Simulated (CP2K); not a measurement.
InPd:

```xyz
2
Lattice="3.8835 0.0000 0.0000 1.9418 3.3632 0.0000 1.9418 1.1211 3.1709" Properties=species:S:1:pos:R:3 pbc="T T T"
In    0.0000    0.0000    0.0000
Pd    3.8835    2.2422    1.5854
```

The cell was built by a generator and needn't be a form met in nature.

Program: CP2K 2026.2. Alike in all runs: no spin polarisation; cell as given; k mesh 8 × 8 × 8.

Task: Order these runs on this cell by their pressure, lowest first.
A. level LDA; potentials or basis GTH_POTENTIALS In GTH-PADE-q13, Pd GTH-PADE-q18; TZVP-MOLOPT-PBE-GTH basis; smearing fermi-dirac 0.05 eV; EPS_DEFAULT 1.0E-10; NGRIDS 5; points a segment of the path (NPOINTS) 10; bands added on the path 4; CUTOFF of the grids 500 Ry
B. level r2SCAN; potentials or basis POTENTIAL_UZH In GTH-SCAN-q13, Pd GTH-SCAN-q18; TZVP-MOLOPT-SCAN-GTH basis; smearing fermi-dirac 0.01 eV; EPS_DEFAULT 1.0E-9; NGRIDS 4; points a segment of the path (NPOINTS) 6; bands added on the path 4; CUTOFF of the grids 675 Ry
C. level PBEsol; potentials or basis POTENTIAL_UZH In GTH-PBE-q13, Pd GTH-PBE-q18; TZVP-MOLOPT-PBE-GTH basis; smearing fermi-dirac 0.1 eV; EPS_DEFAULT 1.0E-9; NGRIDS 5; points a segment of the path (NPOINTS) 10; bands added on the path 4; CUTOFF of the grids 500 Ry
D. level PBE; potentials or basis POTENTIAL_UZH In GTH-PBE-q13, Pd GTH-PBE-q18; TZVP-MOLOPT-PBE-GTH basis; smearing fermi-dirac 0.05 eV; EPS_DEFAULT 1.0E-10; NGRIDS 5; CUTOFF of the grids 500 Ry

Result: A (-9.3 GPa), C (-3.9 GPa), B (-1.1 GPa), D (1.1 GPa).

Caveats: the basis of atomic orbitals isn't converged, which shifts pressures, moduli and gaps; the potentials were made for another functional, which shifts forces and pressure (some runs).

Not every run made on this cell is shown here.
